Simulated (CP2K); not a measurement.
The system is CdSe (Cadmoselite).

```
CELL_PARAMETERS angstrom
4.30000 0.00000 0.00000
-2.15000 3.72391 0.00000
0.00000 0.00000 7.02000
ATOMIC_POSITIONS crystal
Cd 0.66667 0.33333 0.50000
Cd 0.33333 0.66667 0.00000
Se 0.66667 0.33333 0.88500
Se 0.33333 0.66667 0.38500
```

Program: CP2K 2026.2. Alike in all runs: task atomic charges; potentials or basis POTENTIAL_UZH Cd GTH-PBE-q12, Se GTH-PBE-q6; TZVP-MOLOPT-PBE-GTH basis; no spin polarisation; cell as given; k mesh 7 × 7 × 4; smearing fermi-dirac 0.05 eV.

Task: Order these runs on this cell by their band gap on the k mesh, lowest first.
A. level TPSS
B. level rev-vdW-DF2; cutoff of the non-local correlation (Ry) 300
C. level OLYP
D. level LDA

Result: D (0.42 eV), B (0.58 eV), A (0.80 eV), C (1.07 eV).

Caveats: the basis of atomic orbitals isn't converged, which shifts pressures, moduli and gaps.
